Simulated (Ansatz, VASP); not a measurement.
Hf in VASP and in Ansatz

```xyz
1
Lattice="2.7529 0.0000 0.0000 0.0000 2.7529 0.0000 0.0000 0.0000 2.7529" Properties=species:S:1:pos:R:3 pbc="T T T"
Hf    0.0000    0.0000    0.0000
```

Change from the starting cell: volume scaled by 0.84, LAPW.

Alike in both runs: task single point; functional PBE; k mesh 15 × 15 × 15; occupations fermi-dirac, width 0.08 eV; no spin polarisation.

```csv
,VASP,Ansatz
version,VASP 6.6.1,Ansatz 0.2.0
potentials or method,"VASP PAW PBE potentials, release 64 (Hf_pv), cutoff 520 eV","all-electron LAPW, scalar-relativistic"
```

```csv
,VASP,Ansatz,Ansatz less VASP
pressure (GPa),16.4,16.8,+0.48
```

Ansatz ran all-electron here, so the differences hold the error of VASP's frozen core and of both bases.

Caveats: so large a pressure means that the cell lies far from this level's equilibrium, or that cutoff or potentials fall short (VASP). Spin-orbit coupling is left out, which matters for the levels of Hf.
